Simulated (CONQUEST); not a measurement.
## SnSe under changes of volume

One of the cells (26.676 Å³/atom); the others are scaled copies at fixed shape and fractional positions:

```
Sn Se
1.0
     4.19000    0.00000    0.00000
     0.00000    4.46000    0.00000
     0.00000    0.00000   11.42000
Sn Se
4 4
Direct
  0.75000 0.90900 0.87700
  0.25000 0.40900 0.62300
  0.75000 0.59100 0.37700
  0.25000 0.09100 0.12300
  0.75000 0.98400 0.64300
  0.25000 0.48400 0.85700
  0.75000 0.51600 0.14300
  0.25000 0.01600 0.35700
```

| Item | Value |
| --- | --- |
| Program | CONQUEST 1.3 |
| Functional | LDA |
| Potentials or basis | PseudoDojo NC LDA, DZP, grid of 40 × 48 × 108 points |
| k mesh | 6 × 6 × 3 |
| Occupations | fermi-dirac, width 0.05 eV |
| Spin | no spin polarisation |

```csv
volume (Å³/atom),energy over the lowest point (meV/atom),pressure (GPa),gap on the mesh (eV),largest force (eV/Å)
25.076,10.10,2.8,0.49,0.709
25.609,2.81,1.5,0.49,0.556
26.143,0.00,0.2,0.49,0.415
26.676,1.21,-0.9,0.50,0.292
27.210,6.01,-2.0,0.51,0.210
27.743,?,?,?,?
28.277,25.14,-3.6,0.54,0.189
```

Question: What does the run at 27.743 Å³/atom give?

Answer: Energy over the lowest point 14.20 meV/atom; pressure -2.9 GPa; gap on the mesh 0.53 eV; largest force 0.163 eV/Å.

Worked out: A Birch-Murnaghan fit of order 3 (a polynomial in V^(-2/3)) to the other rows has its minimum at 26.24 Å³/atom with B0 = V·E''(V) = 58 GPa and B' = 4.1 at fixed shape and positions, which overstates the stiffness. It gives 14.10 meV/atom at 27.743 Å³/atom, against the run's 14.20, and -dE/dV = -2.9 GPa, against -2.9. A parabola through the other rows of the gap, of slope 0.802 eV per unit of ln V there, gives 0.52 eV, against the run's 0.53.

Energies are extrapolated to zero smearing.

Caveats: spin-orbit coupling is left out, which moves the levels of the heavy elements; an odd mesh through Γ misses points on the zone boundary, where band edges often lie; the basis of atomic orbitals isn't converged, which shifts pressures, moduli and gaps.
